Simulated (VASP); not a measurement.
# TiCo: vacancies and antisites compared, part 2 of 7

Wanted: a map of the native defects of TiCo, all in one supercell and at one level. The start is a computed cell from the Materials Project.

VASP 6.6.1, plane waves and PAW; the level of theory is named at each step.

So far. Step 2 (Relaxing the host crystal): The run ended after 3 ionic steps, 0.008 eV below its first step, once forces and stress met EDIFFG = -0.02.

## (3) The perfect supercell

Level of this step: PBE, spin-polarised from a ferromagnetic start; plane waves and PAW (Co, Ti) (VASP).

System of this step: TiCo. The cell holds 54 atoms: 27 Co and 27 Ti. Its edges and angles: a = 8.892 Å, b = 8.892 Å, c = 8.892 Å, α = 90.0°, β = 90.0°, γ = 90.0°. It derives from TiCo.

The same cell, mesh and cutoff without the defect give the energy to subtract and, in a gapped host, the band edges to count from, so that most errors cancel.

Input file INCAR:

```
SYSTEM = TiCo
PREC = Normal
ENCUT = 300
EDIFF = 1E-05
NELM = 120
ISMEAR = 1
SIGMA = 0.2
LREAL = Auto
ALGO = Fast
GGA = PE
NBANDS = 263
ISPIN = 2
MAGMOM = 2 2 2 2 2 2 2 2 2 2 2 2 2 2 2 2 2 2 2 2 2 2 2 2 2 2 2 1 1 1 1 1 1 1 1 1 1 1 1 1 1 1 1 1 1 1 1 1 1 1 1 1 1 1
LASPH = .TRUE.
LMAXMIX = 4
LORBIT = 11
LWAVE = .FALSE.
LCHARG = .FALSE.
KPAR = 4
NCORE = 2
```

Input file POSCAR:

```
TiCo
1.0
    8.8924587498      0.0000000000      0.0000000000
    0.0000000000      8.8924587498      0.0000000000
    0.0000000000      0.0000000000      8.8924587498
Co Ti
27 27
Direct
    0.1666666667      0.1666666667      0.1666666667
    0.1666666667      0.1666666667      0.5000000000
    0.1666666667      0.1666666667      0.8333333333
    0.1666666667      0.5000000000      0.1666666667
    0.1666666667      0.5000000000      0.5000000000
    0.1666666667      0.5000000000      0.8333333333
    0.1666666667      0.8333333333      0.1666666667
    0.1666666667      0.8333333333      0.5000000000
    0.1666666667      0.8333333333      0.8333333333
    0.5000000000      0.1666666667      0.1666666667
    0.5000000000      0.1666666667      0.5000000000
    0.5000000000      0.1666666667      0.8333333333
    0.5000000000      0.5000000000      0.1666666667
    0.5000000000      0.5000000000      0.5000000000
    0.5000000000      0.5000000000      0.8333333333
    0.5000000000      0.8333333333      0.1666666667
    0.5000000000      0.8333333333      0.5000000000
    0.5000000000      0.8333333333      0.8333333333
    0.8333333333      0.1666666667      0.1666666667
    0.8333333333      0.1666666667      0.5000000000
    0.8333333333      0.1666666667      0.8333333333
    0.8333333333      0.5000000000      0.1666666667
    0.8333333333      0.5000000000      0.5000000000
    0.8333333333      0.5000000000      0.8333333333
    0.8333333333      0.8333333333      0.1666666667
    0.8333333333      0.8333333333      0.5000000000
    0.8333333333      0.8333333333      0.8333333333
    0.0000000000      0.0000000000      0.0000000000
    0.0000000000      0.0000000000      0.3333333333
    0.0000000000      0.0000000000      0.6666666667
    0.0000000000      0.3333333333      0.0000000000
    0.0000000000      0.3333333333      0.3333333333
    0.0000000000      0.3333333333      0.6666666667
    0.0000000000      0.6666666667      0.0000000000
    0.0000000000      0.6666666667      0.3333333333
    0.0000000000      0.6666666667      0.6666666667
    0.3333333333      0.0000000000      0.0000000000
    0.3333333333      0.0000000000      0.3333333333
    0.3333333333      0.0000000000      0.6666666667
    0.3333333333      0.3333333333      0.0000000000
    0.3333333333      0.3333333333      0.3333333333
    0.3333333333      0.3333333333      0.6666666667
    0.3333333333      0.6666666667      0.0000000000
    0.3333333333      0.6666666667      0.3333333333
    0.3333333333      0.6666666667      0.6666666667
    0.6666666667      0.0000000000      0.0000000000
    0.6666666667      0.0000000000      0.3333333333
    0.6666666667      0.0000000000      0.6666666667
    0.6666666667      0.3333333333      0.0000000000
    0.6666666667      0.3333333333      0.3333333333
    0.6666666667      0.3333333333      0.6666666667
    0.6666666667      0.6666666667      0.0000000000
    0.6666666667      0.6666666667      0.3333333333
    0.6666666667      0.6666666667      0.6666666667
```

Input file KPOINTS:

```
Automatic mesh
0
Monkhorst-Pack
3 3 3
0 0 0
```

Potentials, in the order of the species: Co and Ti (PBE family, release 64).

Run with:

```console
$ mpirun -np 8 vasp_std
```

What it wrote:

```text
[banner, memory and clock lines left out]
running    8 mpi-ranks, on    1 nodes
 distrk:  each k-point on    2 cores,    4 groups
 distr:  one band on    2 cores,    1 groups

 POSCAR found type information on POSCAR CoTi
 POSCAR found :  2 types and      54 ions
 LDA part: xc-table for (Slater+PW92), standard interpolation
 POSCAR, INCAR and KPOINTS ok, starting setup
 FFT: planning ... GRIDC
 FFT: planning ... GRID_SOFT
 FFT: planning ... GRID
 WAVECAR not read
 entering main loop
       N       E                     dE             d eps       ncg     rms          rms(c)
DAV:   1     0.190858047844E+04    0.19086E+04   -0.90705E+04  4272   0.958E+02
DAV:   2    -0.235376364416E+03   -0.21440E+04   -0.19877E+04  4208   0.266E+02
DAV:   3    -0.455807376250E+03   -0.22043E+03   -0.19476E+03  4914   0.101E+02
DAV:   4    -0.469416809219E+03   -0.13609E+02   -0.13181E+02  5208   0.274E+01
DAV:   5    -0.469795134365E+03   -0.37833E+00   -0.37674E+00  5344   0.415E+00    0.947E+01
RMM:   6    -0.451342635053E+03    0.18452E+02   -0.33380E+02  4208   0.570E+01    0.610E+01
RMM:   7    -0.547833419157E+03   -0.96491E+02   -0.58010E+02  5107   0.510E+01    0.145E+02
RMM:   8    -0.421135341242E+03    0.12670E+03   -0.42564E+02  4544   0.506E+01    0.263E+01
RMM:   9    -0.419448098533E+03    0.16872E+01   -0.26542E+01  4349   0.121E+01    0.123E+01
RMM:  10    -0.419763166231E+03   -0.31507E+00   -0.65179E+00  4638   0.359E+00    0.990E+00
RMM:  11    -0.419835672397E+03   -0.72506E-01   -0.27722E+00  4637   0.328E+00    0.426E+00
RMM:  12    -0.420204342196E+03   -0.36867E+00   -0.70689E-01  4711   0.163E+00    0.374E+00
RMM:  13    -0.420138282511E+03    0.66060E-01   -0.17148E-01  5207   0.768E-01    0.417E+00
RMM:  14    -0.420556422759E+03   -0.41814E+00   -0.81798E-01  5809   0.189E+00    0.345E+00
RMM:  15    -0.420695911574E+03   -0.13949E+00   -0.17200E+00  6324   0.247E+00    0.170E+00
RMM:  16    -0.420735164416E+03   -0.39253E-01   -0.25195E-02  4621   0.413E-01    0.827E-01
RMM:  17    -0.420736832395E+03   -0.16680E-02   -0.10959E-02  4612   0.220E-01    0.357E-01
RMM:  18    -0.420736085254E+03    0.74714E-03   -0.71705E-03  4952   0.192E-01    0.231E-01
RMM:  19    -0.420737196241E+03   -0.11110E-02   -0.17473E-03  4899   0.110E-01    0.996E-02
RMM:  20    -0.420737325243E+03   -0.12900E-03   -0.69398E-04  5213   0.418E-02    0.470E-02
RMM:  21    -0.420737369289E+03   -0.44046E-04   -0.17599E-04  5174   0.217E-02    0.244E-02
RMM:  22    -0.420737372406E+03   -0.31174E-05   -0.59601E-05  3827   0.121E-02
   1 F= -.42073737E+03 E0= -.42074251E+03  d E =0.154267E-01  mag=    21.5811
```

Run time: 75 s. Hardware: 8 MPI ranks of Intel Xeon 6975P-C (Granite Rapids), shared host; peak memory 3 GiB; 8.7 min of CPU time.

OUTCAR, selected parts (step 3):

```text
  LATTYP: Found a simple cubic cell.
 ALAT       =     8.8924587498

The static configuration has the point symmetry O_h .

 Found      4 irreducible k-points:

   k-points           NKPTS =      4   k-points in BZ     NKDIM =      4   number of bands    NBANDS=    263

   dimension x,y,z NGX =    40 NGY =   40 NGZ =   40
   dimension x,y,z NGXF=    80 NGYF=   80 NGZF=   80

   ENCUT  =  300.0 eV  22.05 Ry    4.70 a.u.  12.56 12.56 12.56*2*pi/ulx,y,z

   NELECT =     351.0000    total number of electrons

 E-fermi :   6.7489

 spin component 1
 k-point     1 :       0.0000    0.0000    0.0000
  band No.  band energies     occupation
    ...
    180       6.4693      1.03185
    181       6.4693      1.03185
    182       6.4693      1.03185
    183       6.4694      1.03185
    184       6.4694      1.03185
    185       6.7711      0.40689
    186       6.7711      0.40684
    187       6.7711      0.40684
    188       6.7711      0.40683
    189       6.7711      0.40682
    ...

 k-point     2 :       0.3333    0.0000    0.0000
  band No.  band energies     occupation
    ...
    184       6.7218      0.61352
    185       6.7475      0.50612
    186       6.7475      0.50612
    187       6.7475      0.50611
    188       6.7475      0.50604
    189       6.7651      0.43183
    190       6.7651      0.43183
    191       6.7651      0.43180
    192       6.7651      0.43180
    193       6.8009      0.28789
    ...

 k-point     3 :       0.3333    0.3333    0.0000
  band No.  band energies     occupation
    ...
    180       6.3354      1.00639
    181       6.6496      0.86822
    182       6.6496      0.86820
    183       6.6496      0.86819
    184       6.6496      0.86818
    185       6.7589      0.45772
    186       6.7589      0.45764
    187       6.8451      0.14060
    188       6.8451      0.14058
    189       6.8451      0.14055
    ...

 k-point     4 :       0.3333    0.3333    0.3333
  band No.  band energies     occupation
    ...
    185       6.5798      1.00083
    186       6.6850      0.75573
    187       6.6850      0.75572
    188       6.6850      0.75572
    189       6.8602      0.10053
    190       6.8602      0.10050
    191       6.8602      0.10049
    192       6.9273     -0.01000
    193       6.9273     -0.01000
    194       6.9273     -0.01000
    ...

  Total        7.0248494      7.0248494      7.0248494      0.0000000      0.0000000      0.0000000
  in kB       16.0059708     16.0059708     16.0059708      0.0000000      0.0000000      0.0000000
  external PRESSURE =      16.0059708 kB  Pullay stress =       0.0000000 kB

  energy-cutoff  :      300.00
  volume of cell :      703.18
      direct lattice vectors                 reciprocal lattice vectors
     8.892458750  0.000000000  0.000000000     0.112454837  0.000000000  0.000000000
     0.000000000  8.892458750  0.000000000     0.000000000  0.112454837  0.000000000
     0.000000000  0.000000000  8.892458750     0.000000000  0.000000000  0.112454837

 POSITION                                       TOTAL-FORCE (eV/Angst)
 -----------------------------------------------------------------------------------
      1.48208      1.48208      1.48208        -0.000000     -0.000000      0.000000
      1.48208      1.48208      4.44623        -0.000000     -0.000000      0.000000
      1.48208      1.48208      7.41038         0.000000     -0.000000     -0.000000
      1.48208      4.44623      1.48208         0.000000     -0.000000     -0.000000
      1.48208      4.44623      4.44623         0.000000     -0.000000      0.000000
      1.48208      4.44623      7.41038         0.000000     -0.000000     -0.000000
      1.48208      7.41038      1.48208         0.000000      0.000000     -0.000000
      1.48208      7.41038      4.44623        -0.000000      0.000000     -0.000000
      1.48208      7.41038      7.41038        -0.000000      0.000000      0.000000
      4.44623      1.48208      1.48208        -0.000000     -0.000000     -0.000000
      4.44623      1.48208      4.44623        -0.000000      0.000000      0.000000
      4.44623      1.48208      7.41038        -0.000000     -0.000000      0.000000
      4.44623      4.44623      1.48208        -0.000000     -0.000000     -0.000000
      4.44623      4.44623      4.44623        -0.000000      0.000000      0.000000
      4.44623      4.44623      7.41038        -0.000000     -0.000000     -0.000000
      4.44623      7.41038      1.48208        -0.000000      0.000000      0.000000
      4.44623      7.41038      4.44623        -0.000000     -0.000000      0.000000
      4.44623      7.41038      7.41038        -0.000000     -0.000000     -0.000000
      7.41038      1.48208      1.48208        -0.000000     -0.000000      0.000000
      7.41038      1.48208      4.44623        -0.000000      0.000000      0.000000
      7.41038      1.48208      7.41038        -0.000000      0.000000     -0.000000
      7.41038      4.44623      1.48208        -0.000000      0.000000     -0.000000
      7.41038      4.44623      4.44623        -0.000000      0.000000     -0.000000
      7.41038      4.44623      7.41038        -0.000000      0.000000      0.000000
      7.41038      7.41038      1.48208        -0.000000      0.000000      0.000000
      7.41038      7.41038      4.44623        -0.000000      0.000000     -0.000000
      7.41038      7.41038      7.41038        -0.000000      0.000000     -0.000000
      0.00000      0.00000      0.00000        -0.000000      0.000000      0.000000
      0.00000      0.00000      2.96415        -0.000000     -0.000000      0.000000
      0.00000      0.00000      5.92831        -0.000000      0.000000      0.000000
      0.00000      2.96415      0.00000        -0.000000     -0.000000      0.000000
      0.00000      2.96415      2.96415        -0.000000     -0.000000     -0.000000
      0.00000      2.96415      5.92831        -0.000000     -0.000000      0.000000
      0.00000      5.92831      0.00000         0.000000     -0.000000     -0.000000
      0.00000      5.92831      2.96415         0.000000      0.000000      0.000000
      0.00000      5.92831      5.92831        -0.000000     -0.000000     -0.000000
      2.96415      0.00000      0.00000        -0.000000      0.000000     -0.000000
      2.96415      0.00000      2.96415        -0.000000     -0.000000      0.000000
[...]
-----------------------------------------------------------------------------------
    total drift:                               -0.000000      0.000000     -0.000000

  FREE ENERGIE OF THE ION-ELECTRON SYSTEM (eV)
  ---------------------------------------------------
  free  energy   TOTEN  =      -420.7373724062 eV

  energy  without entropy=     -420.7527991460  energy(sigma->0) =     -420.74251465

 total charge
# of ion       s       p       d       tot
------------------------------------------
    1        0.530   0.464   7.302   8.297
    2        0.530   0.464   7.302   8.297
    3        0.530   0.464   7.302   8.297
    4        0.530   0.464   7.302   8.297
    5        0.530   0.464   7.302   8.297
    6        0.530   0.464   7.302   8.297
    7        0.530   0.464   7.302   8.297
    8        0.530   0.464   7.302   8.297
    9        0.530   0.464   7.302   8.297
   10        0.530   0.464   7.302   8.297
   11        0.530   0.464   7.302   8.297
   12        0.530   0.464   7.302   8.297
   13        0.530   0.464   7.302   8.297
   14        0.530   0.464   7.302   8.297
   15        0.530   0.464   7.302   8.297
   16        0.530   0.464   7.302   8.297
   17        0.530   0.464   7.302   8.297
   18        0.530   0.464   7.302   8.297
   19        0.530   0.464   7.302   8.297
   20        0.530   0.464   7.302   8.297
   21        0.530   0.464   7.302   8.297
   22        0.530   0.464   7.302   8.297
   23        0.530   0.464   7.302   8.297
   24        0.530   0.464   7.302   8.297
   25        0.530   0.464   7.302   8.297
   26        0.530   0.464   7.302   8.297
   27        0.530   0.464   7.302   8.297
   28        0.569   0.778   2.458   3.805
   29        0.569   0.778   2.458   3.805
   30        0.569   0.778   2.458   3.805
   31        0.569   0.778   2.458   3.805
   32        0.569   0.778   2.458   3.805
   33        0.569   0.778   2.458   3.805
   34        0.569   0.778   2.458   3.805
   35        0.569   0.778   2.458   3.805
   36        0.569   0.778   2.458   3.805
   37        0.569   0.778   2.458   3.805
[...]
--------------------------------------------------
tot         29.675  33.540 263.525 326.740

 magnetization (x)
# of ion       s       p       d       tot
------------------------------------------
    1        0.026  -0.006   0.844   0.864
    2        0.026  -0.006   0.844   0.864
    3        0.026  -0.006   0.844   0.864
    4        0.026  -0.006   0.844   0.864
    5        0.026  -0.006   0.844   0.864
    6        0.026  -0.006   0.844   0.864
    7        0.026  -0.006   0.844   0.864
    8        0.026  -0.006   0.844   0.864
    9        0.026  -0.006   0.844   0.864
   10        0.026  -0.006   0.844   0.864
   11        0.026  -0.006   0.844   0.864
   12        0.026  -0.006   0.844   0.864
   13        0.026  -0.006   0.844   0.864
   14        0.026  -0.006   0.844   0.864
   15        0.026  -0.006   0.844   0.864
   16        0.026  -0.006   0.844   0.864
   17        0.026  -0.006   0.844   0.864
   18        0.026  -0.006   0.844   0.864
   19        0.026  -0.006   0.844   0.864
   20        0.026  -0.006   0.844   0.864
   21        0.026  -0.006   0.844   0.864
   22        0.026  -0.006   0.844   0.864
   23        0.026  -0.006   0.844   0.864
   24        0.026  -0.006   0.844   0.864
   25        0.026  -0.006   0.844   0.864
   26        0.026  -0.006   0.844   0.864
   27        0.026  -0.006   0.844   0.864
   28       -0.005  -0.037  -0.017  -0.059
   29       -0.005  -0.037  -0.017  -0.059
   30       -0.005  -0.037  -0.017  -0.059
   31       -0.005  -0.037  -0.017  -0.059
   32       -0.005  -0.037  -0.017  -0.059
   33       -0.005  -0.037  -0.017  -0.059
   34       -0.005  -0.037  -0.017  -0.059
   35       -0.005  -0.037  -0.017  -0.059
   36       -0.005  -0.037  -0.017  -0.059
   37       -0.005  -0.037  -0.017  -0.059
[...]
--------------------------------------------------
tot          0.547  -1.141  22.314  21.720

[... 1 part as in an earlier step ...]

[... 7 further parts left out ...]
```

The magnetic state follows from one typed start and may not be the lowest. The k-mesh is coarse for a metal.

This step gave:

* electronic cycles: 22
* electrons: 351
* free energy (TOTEN): -420.7374 eV
* energy at zero smearing: -420.7425 eV
* Fermi energy: 6.749 eV
* moment of the cell, from the last line of the log: 21.58 μB

Spin moment in the PAW sphere by element, in μB:

```csv
element,atoms,mean,spread (r.m.s.),least,largest
Co,27,0.864,0.000,0.864,0.864
Ti,27,-0.059,0.000,-0.059,-0.059
```

The atoms farthest from the mean of their element:

```csv
atom,"x, y, z (Å)",spin moment in the PAW sphere (μB)
Co1,"1.48, 1.48, 1.48",0.864
Co2,"1.48, 1.48, 4.45",0.864
Co3,"1.48, 1.48, 7.41",0.864
Co4,"1.48, 4.45, 1.48",0.864
Co5,"1.48, 4.45, 4.45",0.864
Co6,"1.48, 4.45, 7.41",0.864
Co7,"1.48, 7.41, 1.48",0.864
Co8,"1.48, 7.41, 4.45",0.864
```

At this cutoff and mesh the cell shows a pressure of 1.6 GPa, where the relaxation had removed it. It comes from the smaller basis, the coarser mesh or a moment that this cell holds.

The host is treated as a metal, as its relaxation found a gap under 0.3 eV or none, and only the neutral defect is run.

(Continued in part 3 of 7.)

[Lines on the potential files, build, host, timing and source positions are cut from VASP's logs without a mark.]

[Logs are printed without paths, hosts, clocks, repeated set-up lines and the standing remarks that a program may print on its own settings, such as how far it seeks lower states.]

[Hosts, paths, dates, database ids (printed as entryN), source tags and the programs' standing remarks are cut or masked in the printed files.]

[In band tables of VASP the shares of atoms and orbitals are scaled to a sum of 1 inside the atoms' spheres.]

[Runs that stopped without an error message from VASP are left out.]
